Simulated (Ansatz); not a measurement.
Runs of Ansatz 0.2.0 on Ga. The structure is cubic, space group Pm-3m (No. 221). The conventional cell has a = 2.716 Å, b = 2.716 Å, c = 2.716 Å, α = 90.00°, β = 90.00°, γ = 90.00°. Ga (site symmetry m-3m) has 6 Ga at 2.72 Å as nearest neighbours. The cell was built by a generator and needn't be a form met in nature.

```csv
task,level,spin,cell,k mesh,cutoff (eV),points for each segment of the path,gap on the mesh (eV),pressure (GPa),relaxed volume (Å³/atom)
band structure,r2SCAN,"SOC, no magnetisation",as given,7 × 7 × 7,500,14,none,-3.7,-
relaxation of cell and atoms,RPBE+D4,off,relaxed,10 × 10 × 10,420,-,none,0.0,(a)
relaxation of cell and atoms,PBEsol+D3(BJ),off,relaxed,10 × 10 × 10,420,-,none,0.0,17.95
relaxation of cell and atoms,PBEsol+D4,off,relaxed,10 × 10 × 10,420,-,none,0.0,(b)
relaxation of cell and atoms,RPBE+D3(BJ),off,relaxed,10 × 10 × 10,420,-,none,0.0,15.74
```

Alike in all rows: potentials or basis Ansatz PAW; smearing fermi-dirac 0.05 eV.

Fill in the values left out.

(a) 18.24; (b) 18.04.

Caveats: the PAW data sets come from PBE, with cores solved anew for the run's functional, which leaves a small shift of forces and pressure; the plane-wave basis is chosen anew once the cell has moved, so the energies of steps on either side of that aren't comparable (some runs); pairwise dispersion overbinds metals, which lowers pressure and volume (some runs); the volume moved by over 15 % at a fixed basis, so the end points are rough (some runs).

A k mesh can miss the band edges, and rows without SOC leave out spin-orbit coupling on Ga.

A gap of «none» marks a metal or a gap under the smearing width.

Runs at the PBE level aren't shown here.
